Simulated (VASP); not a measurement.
Write the native input for VASP 6.6.1 that does the following.

```
Task                   : single point
Functional             : PBE
Potentials or basis    : VASP PAW PBE potentials, release 64 (Hf_pv)
Cutoff                 : 520 eV
k mesh                 : 3 × 3 × 3
Occupations            : methfessel-paxton, width 0.15 eV
Spin                   : no spin polarisation
Dipole correction      : no
Further INCAR settings : ALGO = Fast; EDIFF = 1e-07; NBANDS = 44
```

The structure of Hf (a cell with a defect) lies in POSCAR:

```
Hf
1.0
   -3.6304740000      3.6304740000      3.6304740000
    3.6304740000     -3.6304740000      3.6304740000
    3.6304740000      3.6304740000     -3.6304740000
Hf
7
Direct
    0.0236441578     -0.0111532268     -0.0034444538
    0.0178406456      0.1250591521      0.4910771982
    0.0305261792      0.4857898721      0.1051746962
    0.4892060926      1.0272501607      0.5016612156
    0.4471227449     -0.1079701989     -0.0926541548
    0.5034896270      0.4713950575     -0.0010247973
    0.4976242772      0.5049682218      0.5023330287
```

One way to write it, as run:

INCAR

```
PREC = Accurate
ENCUT = 520
EDIFF = 1E-7
ISMEAR = 1
SIGMA = 0.15
LREAL = False
LASPH = True
NELM = 80
ALGO = Fast
ISIF = 2
LWAVE = False
LCHARG = False
GGA = PE
NBANDS = 44
```

KPOINTS

```
regular mesh
0
Gamma
  3 3 3
```

Potentials or basis: VASP PAW PBE potentials, release 64 (Hf_pv).

The run is started by

```sh
$ cat potpaw_PBE.64/Hf_pv/POTCAR > POTCAR
$ mpirun -np 1 vasp_std > vasp.out
```

Results of the run:

The pressure is -9.8 GPa, the largest force is 0.069 eV/Å and the band gap on the k mesh is none (metal or under the smearing width).

Caveat: the k mesh is coarse (spacing up to 0.41 Å⁻¹), so the values aren't converged.

Run time: 3.5 min on 1 thread of Intel(R) Xeon(R) 6975P-C (Granite Rapids), with other jobs on the host, peak memory 0.34 GiB.
